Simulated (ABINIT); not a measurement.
Au, 1 atom in the cell. Symmetry: Fm-3m, No. 225, cubic system. Conventional cell: a = 4.070 Å, b = 4.070 Å, c = 4.070 Å, α = 90.00°, β = 90.00°, γ = 90.00°. Around Au (site symmetry m-3m) lie 12 Au at 2.88 Å. 

| Item | Value |
| --- | --- |
| Program | ABINIT 10.8.3 (patched build) |
| Task | band structure |
| Functional | AM05 |
| Potentials or basis | PseudoDojo NC SR PBEsol v0.4.1 standard |
| Cutoff | 1034 eV |
| k mesh | 11 × 11 × 11 |
| Occupations | fermi-dirac, width 0.05 eV |
| Spin | no spin polarisation |

Potentials or basis: PseudoDojo NC SR PBEsol v0.4.1 standard.

Launch:

```console
$ abinit run.abi > log 2>&1
```

Hardware: 1 thread of Arm Neoverse V2, on a shared host.

Task: How long does it take, and how much memory?

Result: It took 47 s on 1 thread of Arm Neoverse V2 (shared host), peak memory 0.1 GiB. Counts: scf iterations 8, k points 56, bands 14, plane waves 1303.
